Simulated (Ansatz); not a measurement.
# ZrSe2: the cost of one run

Program: Ansatz 0.2.0. Level of theory: DFT PBEsol, scalar-relativistic, plane waves, PAW. These are calculated values, not measurements.

The COD entry's cell or inner coordinates are ideal or old and differ from later refinements, so a difference from it is no clean test against experiment.

**1. The system as given**

Symmetry: P-3m1, No. 164, trigonal system. The conventional cell has a = 3.798 Å, b = 3.798 Å, c = 6.192 Å, α = 90.00°, β = 90.00°, γ = 120.00°. Zr (site symmetry -3m) has 6 Se at 2.68 Å as nearest neighbours. Se (site symmetry 3m) has 3 Zr at 2.68 Å as nearest neighbours.

Coordinates:

```cif
data_structure
_symmetry_space_group_name_H-M 'P-3m1'
_symmetry_Int_Tables_number 164
_cell_length_a 3.7980
_cell_length_b 3.7980
_cell_length_c 6.1920
_cell_angle_alpha 90.000
_cell_angle_beta 90.000
_cell_angle_gamma 120.000
_cell_volume 77.35
loop_
_atom_site_label
_atom_site_type_symbol
_atom_site_symmetry_multiplicity
_atom_site_Wyckoff_symbol
_atom_site_fract_x
_atom_site_fract_y
_atom_site_fract_z
_atom_site_occupancy
Zr1 Zr 1 a 0.00000 0.00000 0.00000 1
Se1 Se 2 d 0.33333 0.66667 0.25000 1
```

Source of the structure: the Crystallography Open Database.

(A quick probe on a coarse mesh, which set the mesh and smearing, is not shown.)

**3. The relaxation**

File input.yaml:

```yaml
crystal:
  lattice:
    - [3.798, 0.0, 0.0]
    - [-1.899, 3.2891644836, 0.0]
    - [0.0, 0.0, 6.192]
  atoms:
    - { symbol: Zr, position: [0.0, 0.0, 0.0] }
    - { symbol: Se, position: [0.3333333333, 0.6666666667, 0.25] }
    - { symbol: Se, position: [0.6666666667, 0.3333333333, 0.75] }
basis:
  ecutwfc: 420
kpoints:
  mp_grid: { grid: [12, 12, 6] }
hamiltonian:
  xc: pbesol
scf:
  occupations: { method: gaussian, width: 0.02 }
output:
  forces: true
  stress: true
  eigenvalues: true
relax:
  adjacent_minimum: "off"
  f_tol: 0.005
  max_steps: 80
  cell: { stress_tol: 0.05 }
```

Launch:

```sh
$ ansatz run input.yaml --threads 1 --pin off --max-ram 4096MiB --backend cpu --events-out ev --progress --plain --runs-dir out
```

**Question.** How long does this run take on 1 thread of Arm Neoverse V2, shared host, and how much memory does it need?

About 68 s, with a peak of 0.47 GiB.
